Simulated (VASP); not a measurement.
A run of VASP 6.6.1:

The input INCAR:

```
ALGO = Normal ; EDIFF = 1E-7
ENCUT = 520 ; GGA = PE
ISIF = 2 ; ISMEAR = 0
LASPH = True ; LCHARG = False
LREAL = False ; LWAVE = False
NBANDS = 11 ; NELM = 100
PREC = Accurate ; SIGMA = 0.02
```

Contents of KPOINTS:

```
k-points
0
Gamma
  18 18 18
```

File POSCAR:

```
SiC
1.0
    0.0000000000      2.1790000000      2.1790000000
    2.1790000000      0.0000000000      2.1790000000
    2.1790000000      2.1790000000      0.0000000000
Si C
1 1
Direct
    0.0000000000      0.0000000000      0.0000000000
    0.2500000000      0.2500000000      0.2500000000
```

Potentials or basis: VASP PAW PBE potentials, release 64 (Si, C).

Command:

```console
$ cat potpaw_PBE.64/Si/POTCAR potpaw_PBE.64/C/POTCAR > POTCAR
$ mpirun -np 1 vasp_std > vasp.out
```

Hardware: 1 thread of Intel(R) Xeon(R) Platinum 8488C (Sapphire Rapids), with other jobs on the host.

Task: Estimate the wall time of this run.

Result: It took 15 s on 1 thread of Intel(R) Xeon(R) Platinum 8488C (Sapphire Rapids) (shared host), peak memory 0.16 GiB. Counts: scf iterations 13, k points 195.
